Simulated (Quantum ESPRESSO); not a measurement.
# TePt (R-3m) in Quantum ESPRESSO: reference runs

Reference runs on TePt: the cell as given.

Program: Quantum ESPRESSO 7.5. These are calculated values, not measurements. Logs are shortened: lines on timing, memory, paths and dates and some standing lists are left out, and cuts for length are marked.

## 1. The structure

Symmetry: R-3m, No. 166, trigonal system. Conventional cell: a = 3.963 Å, b = 3.963 Å, c = 19.983 Å, α = 90.00°, β = 90.00°, γ = 120.00°. Around Pt (site symmetry 3m) lie 3 Te at 2.59 Å and 3 Pt at 2.72 Å. Te (site symmetry 3m) has 3 Pt at 2.59 Å as nearest neighbours.

## 2. Single point, PBEsol

File pw.in:

```
&CONTROL
  calculation = 'scf'
  prefix = 'pwscf'
  outdir = './tmp'
  pseudo_dir = './pseudo'
  tprnfor = .true.
  tstress = .true.
  disk_io = 'low'
/
&SYSTEM
  ibrav = 0
  celldm(1) = 8
  nat = 4
  ntyp = 2
  ecutwfc = 45
  ecutrho = 360
  nbnd = 31
  occupations = 'smearing'
  smearing = 'fd'
  degauss = 0.00367493
/
&ELECTRONS
  conv_thr = 8d-10
  electron_maxstep = 120
  mixing_beta = 0.5
/
ATOMIC_SPECIES
Pt   195.0840 pt_pbesol_v1.4.uspp.F.UPF
Te   127.6000 te_pbesol_v1.uspp.F.UPF
CELL_PARAMETERS alat
  0.4680771595442   0.2702444740694   1.5734411227369
 -0.4680771595442   0.2702444740694   1.5734411227369
  0.0000000000000  -0.5404889481388   1.5734411227369
ATOMIC_POSITIONS crystal
Pt     0.1296666667    0.1296666667    0.1296666667
Pt     0.8703333333    0.8703333333    0.8703333333
Te     0.4020000000    0.4020000000    0.4020000000
Te     0.5980000000    0.5980000000    0.5980000000
K_POINTS automatic
8 8 8 0 0 0
```

File pp_density.in:

```
&INPUTPP
  prefix = 'pwscf'
  outdir = './tmp'
  filplot = 'density.dat'
  plot_num = 0
/
&PLOT
  nfile = 1
  filepp(1) = 'density.dat'
  iflag = 3
  output_format = 6
  fileout = 'density.cube'
/
```

File pp_potential.in:

```
&INPUTPP
  prefix = 'pwscf'
  outdir = './tmp'
  filplot = 'potential.dat'
  plot_num = 11
/
&PLOT
  nfile = 1
  filepp(1) = 'potential.dat'
  iflag = 3
  output_format = 6
  fileout = 'potential.cube'
/
```

Potentials or basis: GBRV 1.5 PBEsol.

Command:

```sh
OMP_NUM_THREADS=1 mpirun -n 2 pw.x -nk 2 -in pw.in > pw.out
OMP_NUM_THREADS=1 mpirun -n 1 pp.x -in pp_density.in > pp_density.out
OMP_NUM_THREADS=1 mpirun -n 1 pp.x -in pp_potential.in > pp_potential.out
```

pw.out:

```text
This program is part of the open-source Quantum ESPRESSO suite
     for quantum simulation of materials; please cite
[... 13 lines left out ...]
     --------------------
     sticks:   dense  smooth     PW     G-vecs:    dense   smooth      PW
     Sum        2743    1373    427                70571    24863    4411

     Using Slab Decomposition

     bravais-lattice index     =            0
     lattice parameter (alat)  =       8.0000  a.u.
     unit-cell volume          =     611.4289 (a.u.)^3
     number of atoms/cell      =            4
     number of atomic types    =            2
     number of electrons       =        44.00
     number of Kohn-Sham states=           31
     kinetic-energy cutoff     =      45.0000  Ry
     charge density cutoff     =     360.0000  Ry
     scf convergence threshold =      8.0E-10
     mixing beta               =       0.5000
     number of iterations used =            8  plain     mixing
     Exchange-correlation= SLA  PW   PSX  PSC
                           (   1   4  10   8   0   0   0)

     celldm(1)=   8.000000  celldm(2)=   0.000000  celldm(3)=   0.000000
     celldm(4)=   0.000000  celldm(5)=   0.000000  celldm(6)=   0.000000

     crystal axes: (cart. coord. in units of alat)
               a(1) = (   0.468077   0.270244   1.573441 )
               a(2) = (  -0.468077   0.270244   1.573441 )
               a(3) = (   0.000000  -0.540489   1.573441 )

     reciprocal axes: (cart. coord. in units 2 pi/alat)
               b(1) = (  1.068200  0.616726  0.211850 )
               b(2) = ( -1.068200  0.616726  0.211850 )
               b(3) = (  0.000000 -1.233451  0.211850 )

     PseudoPot. # 1 for Pt read from file:
     pt_pbesol_v1.4.uspp.F.UPF
     Pseudo is Ultrasoft + core correction, Zval = 16.0
     Generated by new atomic code, or converted to UPF format
     Using radial grid of  985 points,  6 beta functions with:
                l(1) =   0
                l(2) =   0
                l(3) =   1
                l(4) =   1
                l(5) =   2
                l(6) =   2
     Q(r) pseudized with  8 coefficients,  rinner =    1.300   1.300   1.300
                                                       1.300   1.300

     PseudoPot. # 2 for Te read from file:
     te_pbesol_v1.uspp.F.UPF
     Pseudo is Ultrasoft + core correction, Zval =  6.0
     Generated by new atomic code, or converted to UPF format
     Using radial grid of  891 points,  5 beta functions with:
                l(1) =   0
                l(2) =   0
                l(3) =   1
                l(4) =   1
                l(5) =   2
     Q(r) pseudized with  6 coefficients,  rinner =    1.800   1.800   1.800
                                                       1.800   1.800

     atomic species   valence    mass     pseudopotential
     Pt               16.00   195.08400     Pt( 1.00)
     Te                6.00   127.60000     Te( 1.00)

     12 Sym. Ops., with inversion, found

   Cartesian axes

     site n.     atom                  positions (alat units)
         1        Pt     tau(   1) = (  -0.0000000   0.0000000   0.6120686  )
         2        Pt     tau(   2) = (  -0.0000000   0.0000000   4.1082548  )
         3        Te     tau(   3) = (   0.0000000  -0.0000000   1.8975700  )
         4        Te     tau(   4) = (  -0.0000000   0.0000000   2.8227534  )

     number of k points=    65  Fermi-Dirac smearing, width (Ry)=  0.0037
                       cart. coord. in units 2pi/alat
        k(    1) = (   0.0000000   0.0000000   0.0000000), wk =   0.0039062
        k(    2) = (   0.0000000  -0.1541814   0.0264812), wk =   0.0234375
        k(    3) = (   0.0000000  -0.3083628   0.0529625), wk =   0.0234375
        k(    4) = (   0.0000000  -0.4625441   0.0794437), wk =   0.0234375
        k(    5) = (   0.0000000   0.6167255  -0.1059249), wk =   0.0117188
        k(    6) = (  -0.1335250  -0.0770907   0.0529625), wk =   0.0234375
[... 57 lines left out ...]
        k(   64) = (   0.9346750   0.3854535  -0.1059249), wk =   0.0234375
        k(   65) = (   0.0000000   0.0000000  -0.3177748), wk =   0.0039062

     Dense  grid:    70571 G-vectors     FFT dimensions: (  81,  81,  81)

     Smooth grid:    24863 G-vectors     FFT dimensions: (  60,  60,  60)

     Initial potential from superposition of free atoms

     starting charge      42.9996, renormalised to      44.0000

     negative rho (up, down):  3.712E-01 0.000E+00
     Starting wfcs are   32 randomized atomic wfcs

     Self-consistent Calculation

     iteration #  1     ecut=    45.00 Ry     beta= 0.50
     Davidson diagonalization with overlap
     ethr =  1.00E-02,  avg # of iterations =  6.1

     negative rho (up, down):  3.431E-01 0.000E+00

     total energy              =    -472.72824391 Ry
     estimated scf accuracy    <       2.96405460 Ry

     iteration #  2     ecut=    45.00 Ry     beta= 0.50
     Davidson diagonalization with overlap
     ethr =  6.74E-03,  avg # of iterations =  2.0

     negative rho (up, down):  3.484E-01 0.000E+00

     total energy              =    -473.21343558 Ry
     estimated scf accuracy    <       5.54177803 Ry

     iteration #  3     ecut=    45.00 Ry     beta= 0.50
     Davidson diagonalization with overlap
     ethr =  6.74E-03,  avg # of iterations =  2.0

     negative rho (up, down):  3.473E-01 0.000E+00

     total energy              =    -474.04330698 Ry
     estimated scf accuracy    <       0.08158051 Ry

     iteration #  4     ecut=    45.00 Ry     beta= 0.50
     Davidson diagonalization with overlap
     ethr =  1.85E-04,  avg # of iterations =  2.7
[... 46 lines left out ...]
     negative rho (up, down):  3.454E-01 0.000E+00

     total energy              =    -474.05927447 Ry
     estimated scf accuracy    <       0.00000005 Ry

     iteration # 10     ecut=    45.00 Ry     beta= 0.50
     Davidson diagonalization with overlap
     ethr =  1.08E-10,  avg # of iterations =  2.5

     negative rho (up, down):  3.454E-01 0.000E+00

     total energy              =    -474.05927449 Ry
     estimated scf accuracy    <          5.9E-09 Ry

     iteration # 11     ecut=    45.00 Ry     beta= 0.50
     Davidson diagonalization with overlap
     ethr =  1.35E-11,  avg # of iterations =  2.6

     negative rho (up, down):  3.454E-01 0.000E+00

     End of self-consistent calculation

          k = 0.0000 0.0000 0.0000 (  3081 PWs)   bands (ev):

   -40.7149 -40.7149 -40.5858 -40.5858 -40.5426 -40.4413  -1.2759   0.2691
     5.2835   6.5879   6.5879   7.2721   7.2721   7.7372   9.0456   9.0456
    10.1343  10.1343  10.3730  12.7906  12.7906  12.9762  13.3486  14.9790
    14.9790  16.6263  18.1730  18.4324  18.4324  20.2082  20.2943

          k = 0.0000-0.1542 0.0265 (  3101 PWs)   bands (ev):

   -40.7173 -40.7152 -40.6023 -40.5838 -40.5268 -40.4416  -1.1151   0.3258
     5.4442   6.6238   6.6624   7.0542   7.4769   7.7965   8.6767   8.8162
    10.1047  10.1606  10.4538  11.5279  12.7011  13.2154  13.8261  14.3357
    14.5529  17.3077  17.7312  18.3946  18.8816  19.3632  20.5082

          k = 0.0000-0.3084 0.0530 (  3106 PWs)   bands (ev):

   -40.7228 -40.7155 -40.6280 -40.5792 -40.5023 -40.4432  -0.6845   0.4833
     5.7241   6.2280   6.7635   7.2286   7.7908   8.0110   8.4018   8.6074
     9.8580  10.0170  10.2587  10.4996  11.5681  12.4263  13.3315  13.7913
    15.3733  16.5026  17.4375  18.8499  19.7550  20.1353  20.3750

          k = 0.0000-0.4625 0.0794 (  3109 PWs)   bands (ev):

   -40.7279 -40.7146 -40.6485 -40.5749 -40.4815 -40.4474  -0.1514   0.6448
     5.5345   5.9199   6.9950   7.7513   7.9685   8.0966   8.3473   8.8129
     9.4104   9.7428   9.9617  10.1369  10.4171  11.6634  12.7505  13.4809
    14.7795  15.9179  17.0065  20.0973  20.4110  21.1159  21.4432

          k = 0.0000 0.6167-0.1059 (  3112 PWs)   bands (ev):
[... 244 lines left out ...]
          k = 0.6676 0.3855-0.1854 (  3111 PWs)   bands (ev):

   -40.7279 -40.7146 -40.6485 -40.5749 -40.4815 -40.4474   0.0900   0.3311
     5.6063   6.4657   6.9330   7.0861   7.8752   8.1915   8.3304   8.7955
     9.5120   9.6615  10.1427  10.3225  10.8248  11.0859  11.8705  14.6144
    14.8817  16.9195  17.7074  18.2700  18.6066  19.1687  22.1786

          k = 0.6676 0.2313-0.1589 (  3127 PWs)   bands (ev):

   -40.7336 -40.7078 -40.6596 -40.5723 -40.4723 -40.4510   0.3460   0.4194
     5.6217   6.3217   7.1036   7.1597   7.6414   7.9309   8.4438   9.0186
     9.3740   9.7326   9.8096  10.0556  10.4594  11.1191  11.8850  13.8242
    15.1872  16.3786  17.7379  18.3645  18.7682  20.8498  22.1464

          k = 0.6676 0.0771-0.1324 (  3125 PWs)   bands (ev):

   -40.7390 -40.6944 -40.6748 -40.5697 -40.4641 -40.4556   0.4107   0.6030
     6.0985   6.3461   6.7715   7.0226   7.3085   8.0418   8.5323   8.8458
     9.0176   9.4931   9.8019  10.2075  10.3677  11.4455  11.6031  13.2849
    15.4841  15.6747  18.6412  19.0984  20.0044  20.9670  21.3836

          k = 0.6676-0.0771-0.1059 (  3126 PWs)   bands (ev):

   -40.7390 -40.6944 -40.6748 -40.5697 -40.4641 -40.4556   0.3152   0.7175
     5.9255   6.1830   6.7399   7.1247   7.5072   8.1822   8.7889   8.7905
     9.3649   9.6074   9.6113  10.0672  10.6334  10.8367  10.9213  13.5511
    15.2357  16.9639  18.7104  18.8422  19.2301  21.3922  21.6410

          k = 0.5341 0.3084-0.1324 (  3115 PWs)   bands (ev):

   -40.7300 -40.7136 -40.6567 -40.5732 -40.4713 -40.4517   0.2876   0.4973
     5.4467   6.1066   7.0453   7.1402   8.0430   8.2150   8.6673   9.3061
     9.3386   9.6387   9.6599  10.2560  10.4650  10.5034  11.3468  14.4551
    15.4185  16.8246  17.2044  18.2847  18.3843  19.3226  23.0171

          k = 0.5341 0.1542-0.1059 (  3123 PWs)   bands (ev):

   -40.7336 -40.7078 -40.6596 -40.5723 -40.4723 -40.4510   0.1829   0.6009
     5.6356   6.1882   7.0160   7.2269   7.6318   8.1174   8.8637   9.0671
     9.1590   9.6321   9.8923   9.9727  10.3166  10.4476  12.3478  13.7697
    15.7170  16.7455  17.6755  18.0992  18.3792  21.0565  22.2286

          k = 0.4006 0.2313-0.0794 (  3113 PWs)   bands (ev):

   -40.7279 -40.7146 -40.6485 -40.5749 -40.4815 -40.4474  -0.1085   0.5732
     5.6961   6.1205   7.0139   7.2543   7.9739   8.0440   8.4819   8.8012
     9.4192   9.6767   9.7231  10.1685  10.4885  11.4456  12.8148  13.9492
    15.7669  16.3919  17.0104  18.0913  19.0825  20.5000  21.9700

          k = 0.0000 0.0000 0.1589 (  3078 PWs)   bands (ev):

   -40.7149 -40.7149 -40.5858 -40.5858 -40.5426 -40.4413  -1.1090  -0.0458
     5.8203   6.5988   6.5988   7.2439   7.2439   7.6148   9.0581   9.0581
    10.1435  10.1435  10.3811  11.4146  12.9887  12.9887  14.5739  14.5739
    14.7553  16.4702  17.7867  18.6873  18.6873  20.2657  20.2657
[... 106 lines left out ...]
          k = 0.9347 0.5396-0.1324 (  3094 PWs)   bands (ev):

   -40.7173 -40.7152 -40.6023 -40.5838 -40.5267 -40.4416  -0.6235  -0.4037
     6.4401   6.6346   6.8119   6.9042   7.3665   7.4290   8.8739   9.0276
    10.0085  10.1536  10.5579  10.6552  12.0717  12.7827  13.7351  14.4069
    15.5386  17.1985  17.6037  18.3649  18.6721  19.7719  21.0275

          k = 0.9347 0.3855-0.1059 (  3114 PWs)   bands (ev):

   -40.7220 -40.7146 -40.6216 -40.5803 -40.5087 -40.4425  -0.3768  -0.1860
     6.1643   6.5636   6.8123   7.1955   7.2959   7.8041   8.4799   9.2060
     9.7723   9.9079  10.5201  10.5570  11.3996  11.9965  13.7650  13.8958
    15.1630  16.9183  17.7806  18.8068  19.2781  19.8409  20.4485

          k = 0.0000 0.0000-0.3178 (  3098 PWs)   bands (ev):

   -40.7149 -40.7149 -40.5858 -40.5858 -40.5426 -40.4413  -0.6931  -0.5934
     6.6107   6.6107   6.6366   7.2146   7.2146   7.2473   9.0728   9.0728
    10.1484  10.1484  10.4139  10.5126  13.3433  13.3433  14.0445  14.0445
    15.6212  16.6139  16.8202  18.8657  18.8658  20.4154  20.4154

     the Fermi energy is    12.1103 ev

!    total energy              =    -474.05927449 Ry
     estimated scf accuracy    <          6.6E-10 Ry
     smearing contrib. (-TS)   =      -0.00126518 Ry
     internal energy E=F+TS    =    -474.05800931 Ry

     The total energy is F=E-TS. E is the sum of the following terms:
     one-electron contribution =    -220.20638998 Ry
     hartree contribution      =     135.20338768 Ry
     xc contribution           =    -142.15959547 Ry
     ewald contribution        =    -246.89541154 Ry

     convergence has been achieved in  11 iterations

     negative rho (up, down):  3.454E-01 0.000E+00

     Forces acting on atoms (cartesian axes, Ry/au):

     atom    1 type  1   force =    -0.00000000    0.00000000    0.01723824
     atom    2 type  1   force =     0.00000000   -0.00000000   -0.01723824
     atom    3 type  2   force =    -0.00000000    0.00000000   -0.01325727
     atom    4 type  2   force =     0.00000000   -0.00000000    0.01325727

     Total force =     0.030754     Total SCF correction =     0.000051

     Computing stress (Cartesian axis) and pressure

     negative rho (up, down):  3.454E-01 0.000E+00
          total   stress  (Ry/bohr**3)                   (kbar)     P=        8.50
   0.00008504  -0.00000000   0.00000000           12.51       -0.00        0.00
   0.00000000   0.00008504  -0.00000000            0.00       12.51       -0.00
  -0.00000000   0.00000000   0.00000317           -0.00        0.00        0.47

=------------------------------------------------------------------------------=
   JOB DONE.
=------------------------------------------------------------------------------=
```

Wall time 2.9 min (2 MPI ranks of Arm Neoverse V1, shared host); peak memory 0.5 GiB.

What came out:

```yaml
Free_energy: -6449.9050 eV
Pressure: 0.8 GPa
Largest_force: 0.443 eV/Å
Band_gap_on_the_k_mesh: none (metal or under the smearing width)
```

Forces on the atoms (eV/Å):
```
Pt   0.000  0.000  0.443
Pt   0.000  0.000 -0.443
Te   0.000  0.000 -0.341
Te   0.000  0.000  0.341
```

Spin-orbit coupling is left out, which matters for the levels of Pt, Te.
